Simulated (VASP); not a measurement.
# Sb (R-3m) in VASP: a series of runs, part 2 of 2

VASP 6.6.1. Earlier steps stand in the parts before.

### 5 Relaxation of cell and atoms, LDA, target pressure 1 GPa, at which the enthalpy is minimised

This run uses another cell than the first one, of 28.73 Å³/atom, 0.951 times its volume.

File INCAR:

```
SYSTEM = Sb
PREC = Accurate
ENCUT = 600
EDIFF = 1E-7
ISMEAR = 1
SIGMA = 0.1
LREAL = .False.
LASPH = .True.
NELM = 80
ALGO = Normal
ISIF = 3
LWAVE = .False.
LCHARG = .False.
IBRION = 2
NSW = 90
EDIFFG = -0.005
PSTRESS = 10.0
```

File KPOINTS:

```
Automatic mesh
0
Gamma
  10 10 10
  0 0 0
```

File POSCAR:

```
Sb                                      
1.0
    2.1406091584      1.2358812739      3.6201434063
   -2.1406091584      1.2358812739      3.6201434063
    0.0000000000     -2.4717625477      3.6201434063
  Sb            
     2
Direct
     0.2371860181130588    0.2371860181130588    0.2371860181130588
     0.7628139818869412    0.7628139818869412    0.7628139818869412
```

Potentials or basis: VASP PAW LDA potentials, release 64 (Sb).

On the command line:

```
$ cat potpaw_LDA.64/Sb/POTCAR > POTCAR
$ mpirun -np 1 vasp_std > vasp.out
```

OUTCAR:

```text
SYSTEM = Sb
   PREC = Accurate
   ENCUT = 600
   EDIFF = 1E-7
   ISMEAR = 1
   LREAL = .False.
   LASPH = .True.
   NELM = 80
   ISIF = 3
   IBRION = 2
   NSW = 90
   EDIFFG = -0.005
   PSTRESS = 10.0

 ion  position               nearest neighbor table
   1  0.237  0.237  0.237-   2 2.91   2 2.91   2 2.91   2 3.24   2 3.24   2 3.24
   2  0.763  0.763  0.763-   1 2.91   1 2.91   1 2.91   1 3.24   1 3.24   1 3.24

  LATTYP: Found a trigonal (rhomboedric) cell.
 ALAT       =     4.3834972766
 COS(alpha) =     0.5230605222

[... 531 lines left out ...]
  Direction    XX          YY          ZZ          XY          YZ          ZX
  --------------------------------------------------------------------------------------
  -------------------------------------------------------------------------------------
  Total        0.3661367      0.3661367      0.3527358      0.0000000      0.0000000      0.0000000
  in kB       10.2125332     10.2125332      9.8387468      0.0000000      0.0000000      0.0000000
  external PRESSURE =       0.0879377 kB  Pullay stress =      10.0000000 kB

 VOLUME and BASIS-vectors are now :
 -----------------------------------------------------------------------------
  energy-cutoff  :      600.00
  volume of cell :       57.44
      direct lattice vectors                 reciprocal lattice vectors
     2.140685862  1.235925559  3.618460917     0.233570001  0.134851703  0.092120197
    -2.140685862  1.235925559  3.618460917    -0.233570001  0.134851703  0.092120197
     0.000000000 -2.471851117  3.618460917     0.000000000 -0.269703406  0.092120197

 POSITION                                       TOTAL-FORCE (eV/Angst)
 -----------------------------------------------------------------------------------
      0.00000      0.00000      2.57467         0.000000      0.000000      0.001629
      0.00000      0.00000      8.28071         0.000000     -0.000000     -0.001629
 -----------------------------------------------------------------------------------
    total drift:                               -0.000000     -0.000000      0.000000

  FREE ENERGIE OF THE ION-ELECTRON SYSTEM (eV)
  ---------------------------------------------------
  free  energy   TOTEN  =        -9.6276952645 eV

  energy  without entropy=       -9.6276076302  energy(sigma->0) =       -9.62766605

  enthalpy is  TOTEN    =        -9.2691782193 eV   P V=        0.3585170452

 reached required accuracy - stopping structural energy minimisation
```

OSZICAR:

```text
N       E                     dE             d eps       ncg     rms          rms(c)
DAV:   1     0.436378999080E+02    0.43638E+02   -0.39585E+03  2088   0.983E+02
DAV:   2    -0.779943815122E+01   -0.51437E+02   -0.50442E+02  3074   0.136E+02
DAV:   3    -0.963702235212E+01   -0.18376E+01   -0.18200E+01  2592   0.314E+01
DAV:   4    -0.965159136155E+01   -0.14569E-01   -0.14566E-01  2591   0.330E+00
DAV:   5    -0.965170581699E+01   -0.11446E-03   -0.11445E-03  2454   0.292E-01    0.328E+00
DAV:   6    -0.963644172726E+01    0.15264E-01   -0.33515E-03  2339   0.369E-01    0.196E+00
DAV:   7    -0.962781653428E+01    0.86252E-02   -0.73037E-03  2222   0.545E-01    0.549E-02
DAV:   8    -0.962782751177E+01   -0.10977E-04   -0.14573E-04  2263   0.105E-01    0.157E-02
DAV:   9    -0.962783047473E+01   -0.29630E-05   -0.93633E-06  2609   0.229E-02    0.558E-03
DAV:  10    -0.962783011407E+01    0.36065E-06   -0.15355E-06  2417   0.776E-03    0.718E-04
DAV:  11    -0.962783013032E+01   -0.16249E-07   -0.96965E-08  1136   0.234E-03
   1 F= -.92691721E+01 E0= -.92691464E+01  d E =-.926917E+01
       N       E                     dE             d eps       ncg     rms          rms(c)
DAV:   1    -0.962769839509E+01    0.13172E-03   -0.18888E-04  2222   0.796E-02    0.841E-03
DAV:   2    -0.962769632796E+01    0.20671E-05   -0.51234E-06  2217   0.176E-02    0.490E-03
DAV:   3    -0.962769527351E+01    0.10544E-05   -0.31235E-06  2339   0.964E-03    0.119E-03
DAV:   4    -0.962769526455E+01    0.89667E-08   -0.95324E-08  1160   0.261E-03
   2 F= -.92691782E+01 E0= -.92691490E+01  d E =-.613145E-05
```

CONTCAR:

```text
Sb
   1.00000000000000
     2.1406858620852396    1.2359255587941980    3.6184609168912436
    -2.1406858620852396    1.2359255587941980    3.6184609168912436
     0.0000000000000000   -2.4718511174875739    3.6184609168909638
  Sb
     2
Direct
     0.2371793679946724    0.2371793679946724    0.2371793679946724
     0.7628206320053276    0.7628206320053276    0.7628206320053276

  0.00000000E+00  0.00000000E+00  0.00000000E+00
  0.00000000E+00  0.00000000E+00  0.00000000E+00
```

It took 26 s on 1 thread of Intel Xeon 6975P-C (Granite Rapids), shared host; peak memory 0.21 GiB.

What came out:

```yaml
Free_energy: -9.6277 eV
Relaxed_volume: 28.72 Å³/atom
Relaxed_cell: a = 4.382 Å, b = 4.382 Å, c = 4.382 Å, α = 58.48°, β = 58.48°, γ = 58.48°
Space_group_after_relaxing_to_0.05_Å: R-3m (No. 166)
Energy_change_on_relaxing_the_enthalpy_is_what_falls: +0.1 meV/atom
Ionic_steps: 2
Pressure_after_relaxing: 1.0 GPa
Band_gap_on_the_k_mesh: none (metal or under the smearing width)
```

Step by step:
```
step  energy change (eV)  largest force (eV/Å)  pressure (GPa)  volume (Å³)
   1              0.0000                0.0015            0.98        57.46
   2              0.0001                0.0016            1.01        57.44
```

Final structure:
```xyz
2
Lattice="2.1407 1.2359 3.6185 -2.1407 1.2359 3.6185 0.0000 -2.4719 3.6185" Properties=species:S:1:pos:R:3 pbc="T T T"
Sb    0.0000    0.0000    2.5747
Sb    0.0000    0.0000    8.2807
```

Levels at points of the mesh, in eV from the Fermi level:
```tsv
k point	band 2	band 3	band 4	band 5	band 6	band 7	band 8	band 9
(0.00, 0.00, 0.00)	-4.49	-1.92	-1.79	-1.79	2.56	3.00	3.00	4.96
(0.50, 0.00, 0.00)	-9.83	-1.64	-1.45	-0.26	-0.06	0.26	0.32	8.08
(0.50, 0.50, 0.00)	-7.83	-5.71	-3.82	-3.78	1.65	5.32	5.66	7.49
(0.50, 0.50, 0.50)	-9.29	-1.17	-1.17	-0.33	-0.06	-0.06	1.00	7.56
```

Caveat: the cell is relaxed towards a set pressure, so the enthalpy falls and the energy may rise. Spin-orbit coupling is left out, which matters for the levels of Sb.
